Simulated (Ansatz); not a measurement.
Here is an Ansatz 0.2.0 calculation.

The input input.yaml:

```yaml
crystal:
  lattice:
    - [3.1835163552, 0.0, 0.0]
    - [-1.5917581776, 2.7570060369, 0.0]
    - [0.0, 0.0, 16.95057789]
  atoms:
    - { symbol: W, position: [0.0, 0.0, 0.0] }
    - { symbol: S, position: [0.3333333333, 0.6666666667, 0.09200051] }
    - { symbol: S, position: [0.3333333333, 0.6666666667, 0.90799949] }
hamiltonian:
  xc: pbesol
  pseudopotentials: { kind: paw }
  dispersion: d3bj
kpoints:
  mp_grid: { grid: [10, 10, 2] }
scf:
  occupations: { method: fermi_dirac, width: 0.05 }
output:
  forces: true
  stress: true
  eigenvalues: true
relax:
  f_tol: 0.01
  max_steps: 40
  cell: { stress_tol: 0.05 }
```

Potentials or basis: Ansatz PAW.

Launch:

```bash
$ ansatz run input.yaml --threads 2 --pin off --max-ram 5632MiB --backend cpu --events-out ev --progress --plain --runs-dir out
```

Task: Predict the space group after relaxing (to 0.05 Å).

Result: P-6m2 (No. 187).

Task: Estimate the band gap on the k mesh.

Result: 2.24 eV, indirect (least direct gap 2.38 eV).

Task: Predict the relaxed cell.

Result: a = 3.124 Å, b = 3.124 Å, c = 16.936 Å, α = 90.00°, β = 90.00°, γ = 120.00°.

Task: Estimate the relaxed volume.

Result: 47.71 Å³/atom.

Final structure:
```
W S
1.0
     3.12373    0.00000    0.00000
    -1.56186    2.70523    0.00000
     0.00000    0.00000   16.93629
W S
1 2
Direct
  0.00000 0.00000 0.00000
  0.33333 0.66667 0.09285
  0.33333 0.66667 0.90715
```

Caveat: the plane-wave basis is chosen anew once the cell has moved, so the energies of steps on either side of that aren't comparable; spin-orbit coupling is left out, which moves the levels of the heavy elements; the PAW data sets come from PBE, with cores solved anew for the run's functional, which leaves a small shift of forces and pressure.
